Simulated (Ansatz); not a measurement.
Debugging a calculation of the elastic constants of Si, space group P6/mmm (Ansatz 0.2.0 through its Python package).

The script, `elastic.py`:
```python
"""Elastic constants of Si."""

from dataclasses import replace

import ansatz as az
import numpy as np
from pymatgen.core import Lattice, Structure
from pymatgen.io.ase import AseAtomsAdaptor


def main() -> None:
    pmg_structure = Structure(
        Lattice([[2.527, 0.0, 0.0], [-1.2635, 2.188446, 0.0], [0.0, 0.0, 2.373]]),
        ["Si"],
        [
            [0.0, 0.0, 0.0],
        ],
    )
    si = az.Crystal.from_ase(AseAtomsAdaptor.get_atoms(pmg_structure))

    calculation = (
        si.calculation()
        .functional(az.Functional.PBE)
        .basis(470)
        .occupations("fermi_dirac", width=0.15)
        .kpoints(20, 20, 18)
    )
    # relax, then strain
    rest = calculation.relax(cell=True, max_steps=30).run().lattice
    relaxed = az.Crystal(lattice=az.Lattice.of(rest.cell_ang))
    for site in rest.sites:
        relaxed = relaxed.atom(site.symbol, site.position_frac)
    calculation = replace(calculation, crystal=relaxed)
    print("relaxed volume {:.3f} A^3".format(abs(np.linalg.det(rest.cell_ang))))
    result = calculation.elastic("clamped-ion", amplitude=0.2).run()
    elastic = result.elastic

    C = np.asarray(elastic.c_gpa)
    for i in range(6):
        for j in range(i, 6):
            if abs(C[i, j]) > 0.05:
                print(f"C{i + 1}{j + 1} = {C[i, j]:.1f} GPa")
    print("smallest eigenvalue of C:", round(elastic.stability.min_eigenvalue_gpa, 1), "GPa; tensor positive definite:", elastic.stability.min_eigenvalue_gpa > 0)
    # averaged moduli need a positive definite tensor
    if elastic.stability.min_eigenvalue_gpa > 0:
        for name, value in elastic.moduli.to_plain().items():
            print(f"{name:14s} {value:9.3f}")


if __name__ == "__main__":
    main()
```

`python elastic.py` gives:
```text
relaxed volume 15.109 A^3
Traceback (most recent call last):
  File "elastic.py", line 51, in <module>
    main()
    ~~~~^^
  File "elastic.py", line 35, in main
    result = calculation.elastic("clamped-ion", amplitude=0.2).run()
  ...
ansatz.RefusalError: invalid value for `elastic.amplitude`: must be finite and in (0, 0.1); got 0.2
```
(Library frames cut from the traceback.)

Why does it end like this?

The fault: amplitude far too large. Mended:

```diff
--- before
+++ after
@@ -34,3 +34,3 @@
     print("relaxed volume {:.3f} A^3".format(abs(np.linalg.det(rest.cell_ang))))
-    result = calculation.elastic("clamped-ion", amplitude=0.2).run()
+    result = calculation.elastic("clamped-ion", amplitude=0.005).run()
     elastic = result.elastic
```

The mended script runs so:

`python elastic.py` gives:
```text
relaxed volume 15.109 A^3
C11 = 177.0 GPa
C12 = 92.6 GPa
C13 = 32.9 GPa
C22 = 177.0 GPa
C23 = 32.9 GPa
C33 = 292.7 GPa
C44 = 80.2 GPa
C55 = 80.2 GPa
C66 = 42.2 GPa
smallest eigenvalue of C: 42.2 GPa; tensor positive definite: True
k_voigt_gpa      107.043
k_reuss_gpa      106.084
k_hill_gpa       106.563
g_voigt_gpa       73.090
g_reuss_gpa       61.969
g_hill_gpa        67.530
youngs_gpa       167.258
poisson            0.238
```

What to keep in mind:
- A positive definite tensor excludes instabilities under uniform strain alone; phonons elsewhere in the zone can still be imaginary.
- A Fermi-Dirac width this large means warm electrons, whose thermal share enters the free energy.
- A cell that swells this much on relaxing started as a compressed, perhaps high-pressure structure.
- This isn't the structure that Si takes at ambient conditions.
- Shear constants of a metal converge slowly with the k-point mesh and can be wrong in sign on a coarse one; the constants belong to the cell that was strained.
- Timing: 53 s on 1 thread of Intel(R) Xeon(R) 6975P-C (Granite Rapids), with other jobs on the host, peak memory 0.73 GiB.

(A comment or docstring line of the script was reworded after the run, the code is as it ran.)
